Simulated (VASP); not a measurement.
Mg, 2 atoms in the cell. It takes space group P6_3/mmc (No. 194, hexagonal). Conventional cell: a = 3.243 Å, b = 3.243 Å, c = 5.314 Å, α = 90.00°, β = 90.00°, γ = 120.00°. Mg (site symmetry -6m2) is surrounded by 12 Mg at 3.24 to 3.25 Å.  The cell isn't the ideal one: a relaxed cell with its volume scaled by 1.06.

* Program: VASP 6.6.1
* Task: relaxation of shape and atoms at fixed volume
* Functional: PBE
* Potentials or basis: VASP PAW PBE potentials, release 64 (Mg)
* Cutoff: 300 eV
* k mesh: 8 × 8 × 4
* Occupations: methfessel-paxton, width 0.1 eV
* Spin: no spin polarisation
* Further INCAR settings: ALGO = Fast; EDIFF = 1e-07; IBRION = 2; EDIFFG = -0.01; NSW = 40; ISIF = 4

Potentials or basis: VASP PAW PBE potentials, release 64 (Mg).

Command:

```console
$ cat potpaw_PBE.64/Mg/POTCAR > POTCAR
$ mpirun -np 1 vasp_std > vasp.out
```

Hardware: 1 thread of AMD EPYC 7R13 Processor (Zen 3), with other jobs on the host.

Q: How long does it take, and how much memory?

A: Run time: 4.5 s on 1 thread of AMD EPYC 7R13 Processor (Zen 3), on a shared host, peak memory 0.09 GiB. Counts: scf iterations 11, k points 30, ion steps 1.
